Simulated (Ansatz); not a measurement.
## An added S started as a split pair with a S atom in rocksalt PbS, 65 atoms, charge −1

Level of theory: Ansatz, DFT, PBEsol, PAW, plane waves.

Command:

```sh
ansatz run in.yaml --threads 8 --pin off --max-ram 118750MiB --runs-dir r --events-out ev --progress --plain --backend cuda --devices 0, --max-vram 170GiB
```

The input less its lattice and atoms (starting moments on atoms near the defect: 1 μB in all):

```yaml
crystal:
  symmetry: { detect: false }
kpoints:
  mp_grid: { grid: [1, 1, 1], shift: [0.25, 0.25, 0.25] }
hamiltonian:
  xc: pbesol
total_charge: -1
magnetization:
  spin_polarized: true
scf:
  occupations: { method: fermi_dirac, width: 0.01 }
relax:
  f_tol: 0.03
  max_steps: 80
  escape_saddle: false
  adjacent_minimum: "off"
output:
  forces: true
  eigenvalues: true
  populations: true
  charged_corrections: { epsilon: 170 }
```

Start:

```
S Pb
1.0
    11.80000    0.00000    0.00000
     0.00000   11.80000    0.00000
     0.00000    0.00000   11.80000
S Pb
33 32
Direct
  0.25045 0.99806 0.99955
  0.25128 0.00052 0.49856
  0.24753 0.50156 0.00040
  0.18174 0.43234 0.50102
  0.75244 0.99723 0.00245
  0.74915 0.00024 0.49624
  0.74845 0.49942 0.00019
  0.75256 0.49851 0.49988
  0.00007 0.24925 0.99823
  0.99963 0.25080 0.49892
  0.99828 0.75066 0.00030
  0.99839 0.75305 0.49862
  0.50298 0.25044 0.00103
  0.50089 0.25031 0.50052
  0.49972 0.74986 0.99916
  0.50223 0.75136 0.49915
  0.99576 0.99985 0.25020
  0.00455 0.99769 0.75167
  0.99828 0.49921 0.24738
  0.00097 0.49780 0.74906
  0.49916 0.00083 0.25020
  0.49891 0.99750 0.75325
  0.50117 0.50064 0.24961
  0.49769 0.50296 0.74690
  0.25173 0.25226 0.25122
  0.25111 0.24817 0.74916
  0.24775 0.75355 0.24959
  0.25360 0.74885 0.75167
  0.74936 0.25257 0.25063
  0.74881 0.24974 0.74926
  0.74969 0.74954 0.24838
  0.75259 0.74862 0.74725
  0.32157 0.56872 0.49959
  0.99985 0.99818 0.00158
  0.99852 0.00012 0.49869
  0.99883 0.50253 0.99927
  0.99979 0.50185 0.49874
  0.49717 0.00140 0.00203
  0.50313 0.99830 0.50110
  0.50026 0.49962 0.99733
  0.49851 0.49950 0.49977
  0.24986 0.25088 0.00264
  0.24896 0.25092 0.50367
  0.25011 0.75030 0.00261
  0.25088 0.75261 0.49655
  0.75101 0.24737 0.99948
  0.75100 0.25178 0.49947
  0.75162 0.75005 0.99869
  0.74878 0.75131 0.49880
  0.25323 0.99864 0.24952
  0.25376 0.99698 0.74823
  0.25127 0.49704 0.24950
  0.25040 0.49814 0.74784
  0.74886 0.99877 0.25416
  0.74904 0.99786 0.75198
  0.74962 0.50058 0.25038
  0.74996 0.49894 0.75186
  0.00173 0.25125 0.25073
  0.00017 0.24931 0.75036
  0.99901 0.75160 0.24657
  0.99948 0.75075 0.74976
  0.50077 0.25041 0.25210
  0.50144 0.25156 0.74864
  0.50210 0.75105 0.24869
  0.49987 0.74715 0.75289
```

Steps:

```tsv
step	energy less the first (eV)	largest force component (eV/Å)
start	0.000	5.220
1	-2.275	1.438
2	-3.040	0.723
3	-3.135	0.210
4	-3.187	0.271
5	-3.252	0.151
6	-3.258	0.630
7	-3.416	0.087
8	-3.419	0.063
9	-3.424	0.014
```

A structure on the way, about -3.04 eV from the start:

```
S Pb
1.0
    11.80000    0.00000    0.00000
     0.00000   11.80000    0.00000
     0.00000    0.00000   11.80000
S Pb
33 32
Direct
  0.25111 0.99982 0.00001
  0.25060 0.99963 0.49919
  0.24977 0.49948 0.00042
  0.18777 0.43767 0.49857
  0.75081 0.99959 0.99814
  0.75007 0.99841 0.49862
  0.74976 0.49960 0.99940
  0.75093 0.49748 0.49982
  0.00205 0.25161 0.99959
  0.00603 0.25686 0.49971
  0.99777 0.75192 0.00011
  0.98945 0.76248 0.50015
  0.50220 0.24792 0.00036
  0.51014 0.24028 0.50066
  0.49819 0.74825 0.99933
  0.49468 0.74547 0.49914
  0.99904 0.00332 0.24970
  0.99980 0.00270 0.75045
  0.99841 0.50382 0.24725
  0.99853 0.50379 0.75060
  0.49903 0.99638 0.24945
  0.50053 0.99613 0.75048
  0.50152 0.49560 0.24810
  0.50232 0.49511 0.75181
  0.25417 0.24986 0.24736
  0.25452 0.24883 0.75114
  0.24524 0.75315 0.24871
  0.24690 0.75210 0.75203
  0.75351 0.25010 0.24972
  0.75357 0.24961 0.75098
  0.74596 0.75033 0.24895
  0.74785 0.75010 0.75000
  0.31513 0.56329 0.50168
  0.00009 0.00220 0.00004
  0.99663 0.00997 0.49976
  0.99899 0.50229 0.99956
  0.97842 0.51743 0.49853
  0.49919 0.99882 0.99946
  0.50371 0.99029 0.49998
  0.50237 0.49723 0.00028
  0.52364 0.48447 0.50035
  0.25165 0.24866 0.99990
  0.26470 0.22758 0.50138
  0.24891 0.75131 0.00031
  0.23449 0.77208 0.49887
  0.75200 0.24953 0.00064
  0.76014 0.24688 0.50047
  0.74853 0.75061 0.99983
  0.74047 0.75231 0.50033
  0.25130 0.99969 0.24869
  0.25032 0.99918 0.75138
  0.25037 0.49815 0.25338
  0.25020 0.50039 0.74546
  0.75082 0.99992 0.25175
  0.74937 0.99926 0.74905
  0.75044 0.49918 0.24803
  0.75132 0.49961 0.75207
  0.00463 0.25524 0.25317
  0.00475 0.25442 0.74898
  0.99701 0.75419 0.24967
  0.99663 0.75433 0.74958
  0.50389 0.24707 0.25069
  0.50390 0.24618 0.75011
  0.49668 0.74526 0.25141
  0.49455 0.74443 0.74808
```

End:

```xyz
65
Lattice="11.8000 0.0000 0.0000 0.0000 11.8000 0.0000 0.0000 0.0000 11.8000" Properties=species:S:1:pos:R:3 pbc="T T T"
S     2.9499   11.7983   11.7979
S     2.9491   11.7970    5.8978
S     2.9516    5.8965    0.0048
S     2.3713    5.3163    5.3299
S     8.8506   11.7967   11.7953
S     8.8506   11.7968    5.8948
S     8.8530    5.8960   11.7981
S     8.8521    5.8949    5.8980
S     0.0024    2.9488   11.7868
S    11.7798    2.9272    5.8838
S     0.0036    8.8511    0.0023
S    11.7946    8.8624    5.9027
S     5.9047    2.9503    0.0019
S     5.9149    2.9422    5.9023
S     5.9065    8.8533    0.0101
S     5.9305    8.8779    5.9117
S    11.7979   11.7904    2.9424
S     0.0045    0.0033    8.8446
S    11.7778    5.8871    2.9193
S     0.0019    5.9033    8.8515
S     5.9004   11.7981    2.9498
S     5.9077    0.0063    8.8527
S     5.9099    5.8979    2.9442
S     5.9365    5.9088    8.8790
S     2.9411    2.9255    2.9193
S     2.9578    2.9491    8.8517
S     2.9515    8.8574    2.9447
S     2.9625    8.8835    8.8794
S     8.8444    2.9463    2.9422
S     8.8578    2.9526    8.8446
S     8.8516    8.8488    2.9499
S     8.8601    8.8558    8.8528
S     3.5437    6.4886    6.4925
Pb   11.7948    0.0083    0.0035
Pb   11.7771    0.0318    5.8984
Pb   11.7782    5.9021    0.0255
Pb   11.6055    5.9718    5.9615
Pb    5.9088   11.7879   11.7884
Pb    5.9276   11.7671    5.8969
Pb    5.9270    5.8972   11.7704
Pb    6.1003    5.8292    5.8313
Pb    2.9554    2.9248    0.0261
Pb    3.0251    2.7509    5.9623
Pb    2.9504    8.8734   11.7710
Pb    2.8826    9.0455    5.8324
Pb    8.8616    2.9417    0.0039
Pb    8.8851    2.9237    5.8986
Pb    8.8412    8.8555   11.7887
Pb    8.8205    8.8747    5.8973
Pb    2.9519    0.0262    2.9221
Pb    2.9519   11.7719    8.8729
Pb    3.0134    5.9602    2.7598
Pb    2.8897    5.8366    9.0495
Pb    8.8577    0.0045    2.9387
Pb    8.8431   11.7904    8.8546
Pb    8.8798    5.8989    2.9221
Pb    8.8251    5.8989    8.8726
Pb    0.0346    2.9812    2.9776
Pb    0.0060    2.9528    8.8479
Pb   11.7998    8.8532    2.9463
Pb    0.0019    8.8555    8.8522
Pb    5.9064    2.9464    2.9463
Pb    5.9088    2.9491    8.8521
Pb    5.9027    8.8494    2.9489
Pb    5.8702    8.8171    8.8168
```

The run converged.

Time: 11 s of wall time on one NVIDIA GB200 with 8 processor threads, on a host shared with other runs; peak host memory 2.1 GiB.

**Question.** How much energy did the relaxation gain, and which atom moved most?

**Answer.** 3.42 eV in 9 steps, from a start with small random displacements (neighbours that lie too close to an added atom are first pushed off); atom 33 (S) moved 0.69 Å, the median atom 0.03 Å (drift of the whole cell removed).

The moment started at 1 μB and ended at 0.0 μB; no other spin state is shown. The program warned that the state may not be the lowest. The one k point has no symmetry partners, which can distort the end along one axis.
